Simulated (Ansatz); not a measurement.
Nudged elastic band run: Ba8Ti8O23, charge +2

The input (input.yaml):

```yaml
crystal:
  lattice:
    - [7.9682, 0.0, 0.0]
    - [0.0, 5.6741, 5.6916]
    - [0.0, -5.6741, 5.6916]
  atoms:
    - { symbol: Ba, position: [0.00106464, 0.00286332, 0.01009911] }
    - { symbol: Ti, position: [0.24145983, 0.25736829, 0.26041669] }
    - { symbol: O, position: [0.00368839, 0.2453362, 0.24687161] }
    - { symbol: O, position: [0.2511011, 0.24587715, 0.49291011] }
    - { symbol: O, position: [0.25158801, 0.49242403, 0.24684087] }
    - { symbol: Ba, position: [0.00191596, 0.00308907, 0.49818909] }
    - { symbol: Ti, position: [0.23872773, 0.26476096, 0.75908126] }
    - { symbol: O, position: [-0.00397693, 0.26059777, 0.74404101] }
    - { symbol: O, position: [0.25098002, 0.24582036, 0.98970288] }
    - { symbol: O, position: [0.25026549, 0.49372383, 0.74631476] }
    - { symbol: Ba, position: [0.00212544, 0.50269506, 0.00966502] }
    - { symbol: Ti, position: [0.24144955, 0.75880645, 0.26024699] }
    - { symbol: O, position: [0.0045459, 0.74718264, 0.24639361] }
    - { symbol: O, position: [0.25141971, 0.74760767, 0.49212062] }
    - { symbol: O, position: [0.25164194, 0.99383129, 0.24684376] }
    - { symbol: Ba, position: [0.00376397, 0.50351438, 0.49600079] }
    - { symbol: Ti, position: [0.23878571, 0.75820145, 0.7599257] }
    - { symbol: O, position: [-0.00384946, 0.73704715, 0.7449036] }
    - { symbol: O, position: [0.25137064, 0.74762808, 0.99073959] }
    - { symbol: O, position: [0.24984112, 0.99016613, 0.74569297] }
    - { symbol: Ba, position: [0.4914467, 0.00225863, 0.00937681] }
    - { symbol: Ti, position: [0.74232881, 0.26421426, 0.26409828] }
    - { symbol: O, position: [0.50661211, 0.24531059, 0.24698671] }
    - { symbol: O, position: [0.75289842, 0.25963535, 0.50079632] }
    - { symbol: O, position: [0.75198725, 0.49342923, 0.2485206] }
    - { symbol: Ba, position: [0.49042669, 0.00276431, 0.49887705] }
    - { symbol: Ti, position: [0.74347275, 0.22813876, 0.75740574] }
    - { symbol: O, position: [0.51259747, 0.26227307, 0.74379255] }
    - { symbol: O, position: [0.75326297, 0.26267978, 0.98346773] }
    - { symbol: Ba, position: [0.49328586, 0.50192076, 0.0071505] }
    - { symbol: Ti, position: [0.74160644, 0.75852751, 0.26411955] }
    - { symbol: O, position: [0.50583088, 0.74704688, 0.24654325] }
    - { symbol: O, position: [0.75250196, 0.73872979, 0.50049507] }
    - { symbol: O, position: [0.75227353, 0.99054073, 0.24889826] }
    - { symbol: Ba, position: [0.49023885, 0.502901, 0.49707769] }
    - { symbol: Ti, position: [0.74359296, 0.7718313, 0.75783345] }
    - { symbol: O, position: [0.51279214, 0.73495795, 0.74452498] }
    - { symbol: O, position: [0.75282006, 0.73588686, 0.98403998] }
    - { symbol: O, position: [0.74822769, 0.99978106, 0.75126605] }
total_charge: 2
basis:
  ecutwfc: 420.0
kpoints:
  mp_grid: { grid: [2, 2, 2] }
hamiltonian:
  xc: pbe
  pseudopotentials: { kind: paw, azcp: { folder: soft_1 } }
scf:
  occupations: { method: gaussian, width: 0.02 }
  lower_state_search: "off"
  max_iter: 88
neb:
  images: 3
  f_tol: 0.05
  max_iterations: 39
  order_check: false
  spring: 50.0
  optimiser: fire
  final_atoms:
    - { symbol: Ba, position: [0.00649661, -0.0035738, 0.00312204] }
    - { symbol: Ti, position: [0.25, 0.26022371, 0.25845243] }
    - { symbol: O, position: [-0.00823238, 0.24413447, 0.23600722] }
    - { symbol: O, position: [0.25, 0.2453755, 0.4893437] }
    - { symbol: O, position: [0.25, 0.49008072, 0.24710111] }
    - { symbol: Ba, position: [0.00550572, -0.00153008, 0.50284529] }
    - { symbol: Ti, position: [0.25, 0.25936107, 0.76489872] }
    - { symbol: O, position: [-0.00821559, 0.24329349, 0.76034942] }
    - { symbol: O, position: [0.25, 0.24597269, 0.99298629] }
    - { symbol: O, position: [0.25, 0.48893314, 0.74538552] }
    - { symbol: Ba, position: [0.00413369, 0.508405, 0.00220447] }
    - { symbol: Ti, position: [0.25, 0.76067424, 0.25907083] }
    - { symbol: O, position: [-0.00060385, 0.74607274, 0.24648054] }
    - { symbol: O, position: [0.25, 0.7464842, 0.49295817] }
    - { symbol: O, position: [0.25, 0.99153743, 0.24700138] }
    - { symbol: Ba, position: [0.00467449, 0.50996868, 0.50231739] }
    - { symbol: Ti, position: [0.25, 0.76087871, 0.75776864] }
    - { symbol: O, position: [-0.00135397, 0.74646683, 0.74479449] }
    - { symbol: O, position: [0.25, 0.74654665, 0.99159831] }
    - { symbol: O, position: [0.25, 0.99230122, 0.74539157] }
    - { symbol: Ba, position: [0.49350339, -0.0035738, 0.00312204] }
    - { symbol: Ti, position: [0.75, 0.25810897, 0.27153817] }
    - { symbol: O, position: [0.50823238, 0.24413447, 0.23600722] }
    - { symbol: O, position: [0.75, 0.25129129, 0.49944768] }
    - { symbol: O, position: [0.75, 0.4835435, 0.23528325] }
    - { symbol: Ba, position: [0.49449428, -0.00153008, 0.50284529] }
    - { symbol: Ti, position: [0.75, 0.25770241, 0.72783863] }
    - { symbol: O, position: [0.50821559, 0.24329349, 0.76034942] }
    - { symbol: O, position: [0.75, 0.48295294, 0.76259822] }
    - { symbol: Ba, position: [0.49586631, 0.508405, 0.00220447] }
    - { symbol: Ti, position: [0.75, 0.76443611, 0.25861105] }
    - { symbol: O, position: [0.50060385, 0.74607274, 0.24648054] }
    - { symbol: O, position: [0.75, 0.7484852, 0.48973093] }
    - { symbol: O, position: [0.75, 0.99969542, 0.23831418] }
    - { symbol: Ba, position: [0.49532551, 0.50996868, 0.50231739] }
    - { symbol: Ti, position: [0.75, 0.7645059, 0.7643674] }
    - { symbol: O, position: [0.50135397, 0.74646683, 0.74479449] }
    - { symbol: O, position: [0.75, 0.74804048, 0.9927167] }
    - { symbol: O, position: [0.75, 1.00001885, 0.75938034] }
```

Command:

```bash
$ ansatz run input.yaml --threads 4 --pin off --max-ram 10240MiB --backend cpu --events-out ev --progress --plain --runs-dir out
```

Output, in part (warnings, iteration lines):

```
NEB end point (image 4): max|allowed force component| = 9.738e-3 eV/Å (the criterion of neb.relax_end_points is 1.000e-2)
NEB iter   1: max|band force component| = 1.420e1 eV/Å  barrier→ = 2.6270 eV  barrier← = 2.5966 eV  Δτ_max = 0.2000 Å  (50 SCF iters)
NEB iter   2: max|band force component| = 4.375e0 eV/Å  barrier→ = 1.2788 eV  barrier← = 1.2484 eV  Δτ_max = 0.0158 Å  (25 SCF iters)
NEB iter   3: max|band force component| = 3.770e0 eV/Å  barrier→ = 1.1730 eV  barrier← = 1.1425 eV  Δτ_max = 0.0293 Å  (18 SCF iters)
NEB iter   4: max|band force component| = 2.545e0 eV/Å  barrier→ = 1.0163 eV  barrier← = 0.9858 eV  Δτ_max = 0.0382 Å  (19 SCF iters)
NEB iter   5: max|band force component| = 8.270e-1 eV/Å  barrier→ = 0.8967 eV  barrier← = 0.8662 eV  Δτ_max = 0.0385 Å  (19 SCF iters)
NEB iter   6: max|band force component| = 1.495e0 eV/Å  barrier→ = 0.8776 eV  barrier← = 0.8472 eV  Δτ_max = 0.0054 Å  (19 SCF iters)
NEB iter   7: max|band force component| = 1.123e0 eV/Å  barrier→ = 0.8531 eV  barrier← = 0.8226 eV  Δτ_max = 0.0094 Å  (18 SCF iters)
NEB iter   8: max|band force component| = 6.176e-1 eV/Å  barrier→ = 0.8205 eV  barrier← = 0.7900 eV  Δτ_max = 0.0108 Å  (18 SCF iters)
NEB iter   9: max|band force component| = 6.024e-1 eV/Å  barrier→ = 0.7959 eV  barrier← = 0.7654 eV  Δτ_max = 0.0109 Å  (18 SCF iters)
NEB iter  10: max|band force component| = 8.650e-1 eV/Å  barrier→ = 0.7800 eV  barrier← = 0.7496 eV  Δτ_max = 0.0128 Å  (18 SCF iters)
NEB iter  11: max|band force component| = 1.070e0 eV/Å  barrier→ = 0.7624 eV  barrier← = 0.7319 eV  Δτ_max = 0.0140 Å  (18 SCF iters)
NEB iter  12: max|band force component| = 9.371e-1 eV/Å  barrier→ = 0.7367 eV  barrier← = 0.7062 eV  Δτ_max = 0.0164 Å  (18 SCF iters)
NEB iter  13: max|band force component| = 4.254e-1 eV/Å  barrier→ = 0.7060 eV  barrier← = 0.6755 eV  CI = image 2  Δτ_max = 0.0188 Å  (18 SCF iters)
NEB iter  14: max|band force component| = 3.934e-1 eV/Å  barrier→ = 0.6885 eV  barrier← = 0.6580 eV  CI = image 2  Δτ_max = 0.0202 Å  (18 SCF iters)
NEB iter  15: max|band force component| = 9.674e-1 eV/Å  barrier→ = 0.6864 eV  barrier← = 0.6559 eV  CI = image 2  Δτ_max = 0.0063 Å  (18 SCF iters)
NEB iter  16: max|band force component| = 5.726e-1 eV/Å  barrier→ = 0.6773 eV  barrier← = 0.6468 eV  CI = image 2  Δτ_max = 0.0100 Å  (18 SCF iters)
NEB iter  17: max|band force component| = 1.444e-1 eV/Å  barrier→ = 0.6708 eV  barrier← = 0.6403 eV  CI = image 2  Δτ_max = 0.0093 Å  (18 SCF iters)
NEB iter  18: max|band force component| = 4.883e-1 eV/Å  barrier→ = 0.6707 eV  barrier← = 0.6403 eV  CI = image 2  Δτ_max = 0.0031 Å  (18 SCF iters)
NEB iter  19: max|band force component| = 3.248e-1 eV/Å  barrier→ = 0.6671 eV  barrier← = 0.6366 eV  CI = image 2  Δτ_max = 0.0051 Å  (18 SCF iters)
NEB iter  20: max|band force component| = 1.255e-1 eV/Å  barrier→ = 0.6637 eV  barrier← = 0.6332 eV  CI = image 2  Δτ_max = 0.0051 Å  (18 SCF iters)
NEB iter  21: max|band force component| = 3.687e-1 eV/Å  barrier→ = 0.6626 eV  barrier← = 0.6321 eV  CI = image 2  Δτ_max = 0.0025 Å  (18 SCF iters)
NEB iter  22: max|band force component| = 2.334e-1 eV/Å  barrier→ = 0.6609 eV  barrier← = 0.6305 eV  CI = image 2  Δτ_max = 0.0041 Å  (18 SCF iters)
NEB iter  23: max|band force component| = 1.172e-1 eV/Å  barrier→ = 0.6591 eV  barrier← = 0.6287 eV  CI = image 2  Δτ_max = 0.0043 Å  (18 SCF iters)
NEB iter  24: max|band force component| = 2.013e-1 eV/Å  barrier→ = 0.6578 eV  barrier← = 0.6274 eV  CI = image 2  Δτ_max = 0.0036 Å  (18 SCF iters)
NEB iter  25: max|band force component| = 2.368e-1 eV/Å  barrier→ = 0.6560 eV  barrier← = 0.6256 eV  CI = image 2  Δτ_max = 0.0038 Å  (18 SCF iters)
NEB iter  26: max|band force component| = 1.621e-1 eV/Å  barrier→ = 0.6533 eV  barrier← = 0.6228 eV  CI = image 2  Δτ_max = 0.0044 Å  (18 SCF iters)
NEB iter  27: max|band force component| = 8.940e-2 eV/Å  barrier→ = 0.6507 eV  barrier← = 0.6202 eV  CI = image 2  Δτ_max = 0.0055 Å  (18 SCF iters)
NEB iter  28: max|band force component| = 1.967e-1 eV/Å  barrier→ = 0.6489 eV  barrier← = 0.6185 eV  CI = image 2  Δτ_max = 0.0066 Å  (18 SCF iters)
NEB iter  29: max|band force component| = 1.666e-1 eV/Å  barrier→ = 0.6468 eV  barrier← = 0.6163 eV  CI = image 2  Δτ_max = 0.0082 Å  (18 SCF iters)
NEB iter  30: max|band force component| = 6.627e-2 eV/Å  barrier→ = 0.6450 eV  barrier← = 0.6145 eV  CI = image 2  Δτ_max = 0.0082 Å  (18 SCF iters)
NEB iter  31: max|band force component| = 1.620e-1 eV/Å  barrier→ = 0.6445 eV  barrier← = 0.6140 eV  CI = image 2  Δτ_max = 0.0023 Å  (18 SCF iters)
NEB iter  32: max|band force component| = 4.165e-2 eV/Å  barrier→ = 0.6440 eV  barrier← = 0.6135 eV  CI = image 2  Δτ_max = 0.0000 Å  (18 SCF iters)
```

It converged. The order of the point at the top wasn't checked. Limits of this set-up: no spin, though dangling bonds at a vacancy may carry it, a small cell, in which the defect meets its images, a typed lattice constant that wasn't relaxed here, charged cell in a uniform background, uncorrected.

Final band (atoms are numbered from 1 in the order of the input):

```csv
image,path coordinate (Å),energy (eV),Ba1–O29 (Å),Ba21–O29 (Å),Ti22–O29 (Å)
0,0.00,0.00,2.88,2.96,2.26
1,0.68,0.34,3.30,3.38,2.68
2,1.37,0.64,3.82,3.88,3.25
3,2.06,0.33,4.35,4.40,3.89
4,2.76,0.03,4.81,4.81,4.35
```

The run took 24 min on 4 threads of Arm Neoverse V2, on a shared host, peak memory 3.8 GiB.
